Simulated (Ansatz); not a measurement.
The system is LiF (Griceite).

```xyz
2
Lattice="0.0000 2.0140 2.0140 2.0140 0.0000 2.0140 2.0140 2.0140 0.0000" Properties=species:S:1:pos:R:3 pbc="T T T"
F     2.0140    2.0140    2.0140
Li    0.0000    0.0000    0.0000
```

| Item | Value |
| --- | --- |
| Program | Ansatz 0.2.0 |
| Task | relaxation of cell and atoms |
| Functional | LDA |
| Potentials or basis | Ansatz PAW polarizable |
| Cutoff | 420 eV (not typed: the program's choice for these potentials) |
| k mesh | 11 × 11 × 11 |
| Occupations | fixed |
| Spin | no spin polarisation |

At the start: volume 8.17 Å³/atom.

Q: Where does the relaxation end?

A: It ends after 9 steps and the volume is 7.47 Å³/atom (-8.6 %); space group Fm-3m (No. 225, to 0.05 Å).

Step by step:
| step | energy change (eV) | largest force (eV/Å) | volume (Å³) |
| --- | --- | --- | --- |
| 1 | 0.0000 | 0.0000 | 16.34 |
| 2 | -0.0180 | 0.0000 | 15.89 |
| 3 | -0.0361 | 0.0000 | 14.98 |
| 4 | -0.0357 | 0.0000 | 15.06 |
| 5 | -0.0303 | 0.0000 | 15.06 |
| 6 | -0.0314 | 0.0000 | 14.94 |
| 7 | -0.0307 | 0.0000 | 14.94 |
| 8 | -0.0307 | 0.0000 | 14.93 |
| 9 | -0.0306 | 0.0000 | 14.93 |

Final structure:
```yaml
crystal:
  lattice:
    - [0.00000, 1.95447, 1.95447]
    - [1.95447, 0.00000, 1.95447]
    - [1.95447, 1.95447, 0.00000]
  atoms:
    - { symbol: F, position: [0.50000, 0.50000, 0.50000] }
    - { symbol: Li, position: [0.00000, 0.00000, 0.00000] }
```

Caveat: the plane-wave basis is chosen anew once the cell has moved, so the energies of steps on either side of that aren't comparable; the pressure holds a Pulay correction of +1.1 GPa for the finite cutoff; the PAW data sets come from PBE, with cores solved anew for the run's functional, which leaves a small shift of forces and pressure.
